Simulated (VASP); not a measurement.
ZnS (Wurtzite-2H): single point with PBE

**Experimental background.**

From a printed reference work, monograph, for a bulk crystal of ZnS at 4 K: band gap 3.911 eV (direct).

Crystal: ZnS (Wurtzite-2H).

```
Zn S
1.0
     3.81100    0.00000    0.00000
    -1.90550    3.30042    0.00000
     0.00000    0.00000    6.23400
Zn S
2 2
Direct
  0.66667 0.33333 0.50000
  0.33333 0.66667 0.00000
  0.66667 0.33333 0.88500
  0.33333 0.66667 0.38500
```

```json
{
  "Program": "VASP 6.6.1",
  "Task": "single point",
  "Functional": "PBE",
  "Potentials or basis": "VASP PAW PBE potentials, release 64 (Zn, S)",
  "Cutoff": "520 eV",
  "k mesh": "7 × 7 × 4",
  "Occupations": "methfessel-paxton, width 0.01 eV",
  "Spin": "no spin polarisation"
}
```

```
Pressure               : 2.5 GPa
Largest force          : 0.323 eV/Å
Band gap on the k mesh : 2.25 eV, direct
```

Forces on the atoms (eV/Å):
```
Zn   0.000  0.000  0.323
Zn   0.000  0.000  0.323
S    0.000  0.000 -0.323
S    0.000  0.000 -0.323
```

Stress tensor (GPa, compression positive):
```
3.19 0.00 0.00
0.00 3.19 0.00
0.00 0.00 1.12
```

Levels at points of the mesh, in eV from the valence-band top:
| k point | band 14 | band 15 | band 16 | band 17 | band 18 | band 19 | band 20 | band 21 | band 22 | band 23 |
| --- | --- | --- | --- | --- | --- | --- | --- | --- | --- | --- |
| (0.00, 0.00, 0.00) | -0.86 | -0.86 | -0.01 | -0.01 | 0.00 | 2.25 | 3.00 | 6.30 | 6.30 | 6.61 |
| (0.00, 0.00, 0.50) | -2.76 | -0.45 | -0.45 | -0.45 | -0.45 | 3.51 | 3.51 | 6.73 | 6.73 | 6.73 |

It took 35 s on 1 thread of Intel(R) Xeon(R) Platinum 8259CL CPU @ 2.50GHz (Skylake/Cascade Lake) (shared host), peak memory 0.2 GiB.

A measured gap of ZnS is 3.911 eV (direct; 4 K; a printed reference work, monograph); the calculated 2.25 eV misses it by -1.66 eV. The value is that of PBE, without temperature or zero-point motion. Semilocal functionals fall short of measured gaps as a rule.
